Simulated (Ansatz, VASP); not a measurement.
# Two plane-wave programs on Rh

Contents of INCAR:

```
PREC = Accurate ; ENCUT = 520
EDIFF = 1E-6 ; ISMEAR = 0
SIGMA = 0.1 ; LREAL = F
LASPH = T ; NELM = 60
ALGO = Normal ; ISIF = 2
LWAVE = F ; LCHARG = F
NBANDS = 22
```

File KPOINTS:

```
regular mesh
0
Gamma
  3 3 2
```

POSCAR

```
Rh
1.0
    2.7309800000      0.0000000000      0.0000000000
   -1.3654900000      2.3651000000      0.0000000000
    0.0000000000      0.0000000000      4.4284900000
Rh
2
Direct
    0.6666666667      0.3333333333      0.7500000000
    0.3333333333      0.6666666667      0.2500000000
```

Input for Ansatz:

```yaml
crystal:
  lattice:
    - [2.73098, 0.0, 0.0]
    - [-1.36549, 2.3651, 0.0]
    - [0.0, 0.0, 4.42849]
  atoms:
    - { symbol: Rh, position: [0.6666666666666666, 0.3333333333333333, 0.75] }
    - { symbol: Rh, position: [0.3333333333333333, 0.6666666666666666, 0.25] }
basis:
  ecutwfc: 470.0
kpoints:
  mp_grid:
    grid: [3, 3, 2]
hamiltonian:
  xc: lda
  pseudopotentials:
    kind: paw
scf:
  occupations:
    method: gaussian
output:
  forces: true
  stress: true
```

This isn't the form of Rh at room conditions, which is fcc.

Alike in both runs: task single point; functional LDA; k mesh 3 × 3 × 2; no spin polarisation.

|  | VASP | Ansatz |
| --- | --- | --- |
| version | VASP 6.6.1 | Ansatz 0.2.0 |
| potentials or method | VASP PAW LDA potentials, release 64 (Rh_pv) | plane waves, PAW |
| plane-wave cutoff (eV) | 520 | 470 |
| occupations | gaussian, width 0.1 eV | gaussian |
| valence electrons in the cell | 30 | 34 |

VASP gave:

| Item | Value |
| --- | --- |
| pressure (GPa) | -9.3 |
| largest component of the traceless stress (GPa) | 31.10 |

Q: Estimate Ansatz's values.

A: Pressure (GPa): -10.1; largest component of the traceless stress (GPa): 31.36.

The two sets of potentials don't hold the same shells in valence.

Caveats: the k mesh is coarse (spacing up to 0.89 Å⁻¹), so the values aren't converged.
